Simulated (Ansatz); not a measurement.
CdSe:

```
Cd Se
1.0
     0.00000    3.07027    3.07027
     3.07027    0.00000    3.07027
     3.07027    3.07027    0.00000
Cd Se
1 1
Direct
  0.00000 0.00000 0.00000
  0.25000 0.25000 0.25000
```

Measurements of this composition are mostly on another form, of space group No. 186.

Base run:

```yaml
Program: Ansatz 0.2.0
Functional: PBEsol
Dispersion: D3(BJ)
Potentials_or_basis: all-electron LAPW, scalar-relativistic
Cutoff: 288 eV
Density_cutoff: 1152 eV
Basis_error_allowed: 0.0005 eV/atom
k_mesh: 8 × 8 × 8
Occupations: fermi-dirac, width 0.05 eV
Spin: no spin polarisation
```

Its results: band gap on the k mesh 0.43 eV, direct; pressure -3.0 GPa.

Question: The run is repeated on the same cell with these changes: dispersion from D3(BJ) to none; basis error allowed from 0.0005 eV/atom to 0.001 eV/atom. What comes out?

Answer: Band gap on the k mesh 0.43 eV, direct; pressure -1.4 GPa.

Not every run made on this cell is shown here.
